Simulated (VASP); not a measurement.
# SnSe2 (P-3m1) in VASP: single point with PBE

Aim: the single point of SnSe2 with PBE.

Program: VASP 6.6.1. These are calculated values, not measurements. Logs are shortened: lines on timing, memory, paths and dates and some standing lists are left out, and cuts for length are marked.

### Step 1. Starting point

The structure is trigonal, space group P-3m1 (No. 164). Conventional cell: a = 3.825 Å, b = 3.825 Å, c = 6.227 Å, α = 90.00°, β = 90.00°, γ = 120.00°. Around Sn (site symmetry -3m) lie 6 Se at 2.71 Å. Se (site symmetry 3m) has 3 Sn at 2.71 Å as nearest neighbours.

The cell was built by a generator and needn't be a form met in nature.

### Step 2. Single point, PBE

Contents of INCAR:

```
SYSTEM = SnSe2
ALGO = Normal ; EDIFF = 1E-7
ENCUT = 520 ; GGA = PE
ISIF = 2 ; ISMEAR = -1
LASPH = .TRUE. ; LCHARG = .FALSE.
LREAL = .FALSE. ; LWAVE = .FALSE.
NBANDS = 20 ; NELM = 100
PREC = Accurate ; SIGMA = 0.02
```

Contents of KPOINTS:

```
k-points
0
G
  12 12 4
  0 0 0
```

Contents of POSCAR:

```
SnSe2
1.0
    3.8251493256      0.0000000000      0.0000000000
   -1.9125746628      3.3126764893      0.0000000000
    0.0000000000      0.0000000000      6.2270790514
Sn Se
1 2
Direct
    0.0000000000      0.0000000000      0.0000000000
    0.3333333333      0.6666666667      0.2530782242
    0.6666666667      0.3333333333      0.7469217758
```

Potentials or basis: VASP PAW PBE potentials, release 64 (Sn_d, Se).

The run is started by

```sh
cat potpaw_PBE.64/Sn_d/POTCAR potpaw_PBE.64/Se/POTCAR > POTCAR
mpirun -np 1 vasp_std > vasp.out
```

OUTCAR:

```text
SYSTEM = SnSe2
   EDIFF = 1E-7
   ENCUT = 520
   GGA = PE
   ISIF = 2
   ISMEAR = -1
   LASPH = .TRUE.
   LREAL = .FALSE.
   NELM = 100
   PREC = Accurate

 ion  position               nearest neighbor table
   1  0.000  0.000  0.000-   2 2.71   3 2.71   3 2.71   2 2.71   3 2.71   2 2.71
   2  0.333  0.667  0.253-   1 2.71   1 2.71   1 2.71
   3  0.667  0.333  0.747-   1 2.71   1 2.71   1 2.71

  LATTYP: Found a hexagonal cell.
 ALAT       =     3.8251493256
 C/A-ratio  =     1.6279309698

  Lattice vectors:

 A1 = (   3.8251493256,   0.0000000000,   0.0000000000)
 A2 = (  -1.9125746628,   3.3126764893,   0.0000000000)
 A3 = (   0.0000000000,   0.0000000000,   6.2270790514)

Analysis of symmetry for initial positions (statically):
=====================================================================
 Subroutine PRICEL returns:
 Original cell was already a primitive cell.

 Routine SETGRP: Setting up the symmetry group for a
 hexagonal supercell.

 Subroutine GETGRP returns: Found 12 space group operations
 (whereof 12 operations were pure point group operations)
 out of a pool of 24 trial point group operations.

The static configuration has the point symmetry D_3d.

Analysis of symmetry for dynamics (positions and initial velocities):
=====================================================================
 Subroutine PRICEL returns:
 Original cell was already a primitive cell.

 Routine SETGRP: Setting up the symmetry group for a
 hexagonal supercell.

 Subroutine GETGRP returns: Found 12 space group operations
 (whereof 12 operations were pure point group operations)
 out of a pool of 24 trial point group operations.

The dynamic configuration has the point symmetry D_3d.

 Subroutine INISYM returns: Found 12 space group operations
 (whereof 12 operations are pure point group operations),
 and found     1 'primitive' translations

----------------------------------------------------------------------------------------

                                     Primitive cell

  volume of cell :      78.9063

  direct lattice vectors                    reciprocal lattice vectors
     3.825149326  0.000000000  0.000000000     0.261427703  0.150935354  0.000000000
    -1.912574663  3.312676489  0.000000000     0.000000000  0.301870709  0.000000000
     0.000000000  0.000000000  6.227079051     0.000000000  0.000000000  0.160588936

[... 82 lines left out ...]
   LASPH  =      T    aspherical Exc in radial PAW
   ENCUT  =  520.0 eV  38.22 Ry    6.18 a.u.   7.11  7.11 11.58*2*pi/ulx,y,z
   NELM   =    100;   NELMIN=  2; NELMDL= -5     # of ELM steps
   EDIFF  = 0.1E-06   stopping-criterion for ELM
   LREAL  =      F    real-space projection
   EDIFFG = 0.1E-05   stopping-criterion for IOM
   NSW    =      0    number of steps for IOM
   IBRION =     -1    ionic relax: 0-MD 1-quasi-New 2-CG
   NFREE  =      0    steps in history (QN), initial steepest desc. (CG)
   ISIF   =      2    stress and relaxation
   ISYM   =      2    0-nonsym 1-usesym 2-fastsym
   POTIM  = 0.5000    time-step for ionic-motion
   TEBEG  =    0.0;   TEEND  =   0.0 temperature during run
   PSTRESS=    0.0 pullay stress
   NELECT =      26.0000    total number of electrons
   NUPDOWN=      -1.0000    fix difference up-down
   EMIN   =  10.00;   EMAX   =-10.00  energy-range for DOS
   EFERMI =   0.00;   METHOD = LEGACY
   ISMEAR =    -1;   SIGMA  =   0.02  broadening in eV -4-tet -1-fermi 0-gaus
   EFERMI_NEDOS =   21; number of points for ismear=-14 and -15
   IALGO  =     38    algorithm
   IMIX   =      4    mixing-type and parameters
     AMIX     =   0.40;   BMIX     =  1.00
     AMIX_MAG =   1.60;   BMIX_MAG =  1.00
  volume/ion in A,a.u.               =      26.30       177.50
  Fermi-wavevector in a.u.,A,eV,Ry     =   1.130738  2.136785 17.395982  1.278569
  Thomas-Fermi vector in A             =   2.267435
   LORBIT       =      0    0 simple, 1 ext, 2 COOP (PROOUT), +10 PAW based schemes
   GGA     = PE    functional components
   LHFCALC =     F    Hartree Fock is set to
   AEXX    =    0.0000 exact exchange contribution
   IVDW    =     0    specifies the selected vdW correction
   LEPSILON=     F    determine dielectric tensor
   LRPA    =     F    only Hartree local field effects (RPA)
 non-spin polarized calculation
  energy-cutoff  :      520.00
  volume of cell :       78.91
 maximum number of plane-waves:      2142
   NGX = 15   NGY = 15   NGZ = 23

 number of electron      26.0000000 magnetization

 Free energy of the ion-electron system (eV)
  ---------------------------------------------------
  ext. energy  EPLUGINS =         0.00000000
  ---------------------------------------------------
  free energy    TOTEN  =       -11.82419396 eV

  energy without entropy =      -11.82419396  energy(sigma->0) =      -11.82419396

 E-fermi :   4.3111     XC(G=0):  -9.3746

 val. band max:        3.9408191582   @ k =   0.0833   0.0833   0.0000
 cond. band min:       4.6765957339   @ k =   0.5000  -0.0000   0.5000
 fundamental gap:      0.7357765757
 Fermi energy:         4.3111226313

 k-point     1 :       0.0000    0.0000    0.0000
  band No.  band energies     occupation
      1     -17.2861      2.00000
      2     -17.2861      2.00000
      3     -17.2492      2.00000
      4     -17.2375      2.00000
      5     -17.2375      2.00000
      6      -9.8325      2.00000
[... 541 lines left out ...]
     19      11.9755      0.00000
     20      12.8826      0.00000

 [... further k-points ...]

------------------------ aborting loop because EDIFF is reached ----------------------------------------

  FORCE on cell =-STRESS in cart. coord.  units (eV):
  Direction    XX          YY          ZZ          XY          YZ          ZX
  --------------------------------------------------------------------------------------
  -------------------------------------------------------------------------------------
  Total        1.4277389      1.4277389      1.5167966     -0.0000000      0.0000000      0.0000000
  in kB       28.9899565     28.9899565     30.7982557     -0.0000000      0.0000000      0.0000000
  external PRESSURE =      29.5927229 kB  Pullay stress =       0.0000000 kB

 VOLUME and BASIS-vectors are now :
 -----------------------------------------------------------------------------
  energy-cutoff  :      520.00
  volume of cell :       78.91
      direct lattice vectors                 reciprocal lattice vectors
     3.825149326  0.000000000  0.000000000     0.261427703  0.150935354  0.000000000
    -1.912574663  3.312676489  0.000000000     0.000000000  0.301870709  0.000000000
     0.000000000  0.000000000  6.227079051     0.000000000  0.000000000  0.160588936

 POSITION                                       TOTAL-FORCE (eV/Angst)
 -----------------------------------------------------------------------------------
      0.00000      0.00000      0.00000        -0.000000      0.000000      0.000000
     -0.00000      2.20845      1.57594        -0.000000      0.000000      0.275359
      1.91257      1.10423      4.65114         0.000000     -0.000000     -0.275359
 -----------------------------------------------------------------------------------
    total drift:                                0.000000      0.000000      0.000000

  FREE ENERGIE OF THE ION-ELECTRON SYSTEM (eV)
  ---------------------------------------------------
  free  energy   TOTEN  =       -11.8241939599 eV

  energy  without entropy=      -11.8241939597  energy(sigma->0) =      -11.82419396
```

OSZICAR:

```text
N       E                     dE             d eps       ncg     rms          rms(c)
DAV:   1     0.206287551401E+03    0.20629E+03   -0.12153E+04  2816   0.146E+03
DAV:   2     0.116146621205E+02   -0.19467E+03   -0.18714E+03  2972   0.385E+02
DAV:   3    -0.112764032412E+02   -0.22891E+02   -0.22401E+02  3320   0.114E+02
DAV:   4    -0.120663927876E+02   -0.78999E+00   -0.78866E+00  3296   0.224E+01
DAV:   5    -0.120855647419E+02   -0.19172E-01   -0.19170E-01  3812   0.363E+00    0.497E+00
DAV:   6    -0.118404912315E+02    0.24507E+00   -0.51297E-01  4152   0.735E+00    0.320E+00
DAV:   7    -0.118236645903E+02    0.16827E-01   -0.15149E-01  3204   0.242E+00    0.102E+00
DAV:   8    -0.118236595895E+02    0.50008E-05   -0.11809E-02  3468   0.102E+00    0.275E-01
DAV:   9    -0.118241546631E+02   -0.49507E-03   -0.15089E-03  3132   0.294E-01    0.842E-02
DAV:  10    -0.118241632489E+02   -0.85858E-05   -0.11818E-04  3652   0.747E-02    0.334E-02
DAV:  11    -0.118241930386E+02   -0.29790E-04   -0.43541E-05  3024   0.366E-02    0.816E-03
DAV:  12    -0.118241932215E+02   -0.18290E-06   -0.24248E-06  3716   0.112E-02    0.622E-03
DAV:  13    -0.118241937844E+02   -0.56283E-06   -0.22031E-06  3000   0.796E-03    0.273E-03
DAV:  14    -0.118241938913E+02   -0.10693E-06   -0.43219E-08  2556   0.132E-03    0.135E-03
DAV:  15    -0.118241939599E+02   -0.68665E-07   -0.25577E-08  2224   0.116E-03
   1 F= -.11824194E+02 E0= -.11824194E+02  d E =-.260129E-09
```

It took 49 s on 1 thread of AMD EPYC 9R45 (Zen 5), shared host; peak memory 0.22 GiB.

What came out:

```yaml
Free_energy: -11.8242 eV
Pressure: 3.0 GPa
Largest_force: 0.275 eV/Å
Band_gap_on_the_k_mesh: 0.74 eV, indirect (least direct gap 1.12 eV)
```

Forces in eV/Å, atoms in the order of the input:
```
Sn   0.000  0.000  0.000
Se   0.000  0.000  0.275
Se   0.000  0.000 -0.275
```

Levels at points of the mesh, in eV from the valence-band top:
| k point | band 9 | band 10 | band 11 | band 12 | band 13 | band 14 | band 15 | band 16 | band 17 | band 18 |
| --- | --- | --- | --- | --- | --- | --- | --- | --- | --- | --- |
| (0.00, 0.00, 0.00) | -0.57 | -0.57 | -0.30 | -0.30 | -0.12 | 1.00 | 3.06 | 4.65 | 4.65 | 8.04 |
| (0.50, 0.00, 0.00) | -4.33 | -2.89 | -2.47 | -1.25 | -0.27 | 1.15 | 3.75 | 5.32 | 5.38 | 6.88 |
| (0.00, 0.00, 0.50) | -2.09 | -0.67 | -0.67 | -0.14 | -0.14 | 2.44 | 2.98 | 4.39 | 4.39 | 7.93 |
| (0.50, 0.00, 0.50) | -4.77 | -2.30 | -1.99 | -0.83 | -0.66 | 0.74 | 4.16 | 4.72 | 5.79 | 6.13 |

Caveat: spin-orbit coupling is left out, which moves the levels of the heavy elements; this functional lacks dispersion, which binds the layers, so the pressure and a relaxed spacing across them are unreliable. A k mesh can miss the band edges.
